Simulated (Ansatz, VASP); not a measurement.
## One calculation of RbBr, two programs

```
Rb Br
1.0
     0.00000    3.95676    2.57189
     3.95676    0.00000    2.57189
     3.95676    3.95676    0.00000
Rb Br
1 1
Direct
  0.00000 0.00000 0.00000
  0.50000 0.50000 0.50000
```

Alike in both runs: task single point; functional PBE; k mesh 6 × 6 × 6; occupations gaussian, width 0.05 eV; no spin polarisation.

|  | VASP | Ansatz |
| --- | --- | --- |
| version | VASP 6.6.1 | Ansatz 0.2.0 |
| potentials or method | VASP PAW PBE potentials, release 64 (Rb_sv, Br) | scalar-relativistic, plane waves, PAW |
| plane-wave cutoff (eV) | 520 | 420 |
| valence electrons in the cell | 16 | 16 |

```tsv
	VASP	Ansatz	Ansatz less VASP
gap on the k mesh at the Fermi level (eV)	1.77	1.79	+0.019
least direct gap on the mesh (eV)	1.77	1.79	+0.019
pressure (GPa)	15.3	15.1	-0.19
largest component of the traceless stress (GPa)	32.07	31.68	-0.388
```

Caveats: so large a pressure means that the cell lies far from this level's equilibrium, or that cutoff or potentials fall short (VASP). PBE gaps usually lie below the measured ones, often by a third to a half. A k mesh can miss the band edges.
